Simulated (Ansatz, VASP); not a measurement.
# Be in VASP and in Ansatz

```xyz
3
Lattice="3.4190 0.0000 0.0000 -1.7095 2.9609 0.0000 0.0000 0.0000 2.1136" Properties=species:S:1:pos:R:3 pbc="T T T"
Be    3.4190    0.0000    0.0000
Be    0.0000    1.9740    1.0568
Be    1.7095    0.9870    1.0568
```

Alike in both runs: task single point; functional BLYP; k mesh 12 × 12 × 16; occupations fermi-dirac, width 0.1 eV; no spin polarisation.

|  | VASP | Ansatz |
| --- | --- | --- |
| version | VASP 6.6.1 | Ansatz 0.2.0 |
| potentials or method | VASP PAW PBE potentials, release 64 (Be) | plane waves (420 eV) with PAW, scalar-relativistic |
| plane-wave cutoff (eV) | 520 | 420 |
| valence electrons in the cell | 6 | 6 |

```tsv
	VASP	Ansatz	Ansatz less VASP
pressure (GPa)	17.9	17.8	-0.12
largest component of the traceless stress (GPa)	3.09	3.29	+0.195
```

Caveats: so large a pressure means that the cell lies far from this level's equilibrium, or that cutoff or potentials fall short (VASP); the potentials were made for another functional, which shifts forces and pressure (VASP).
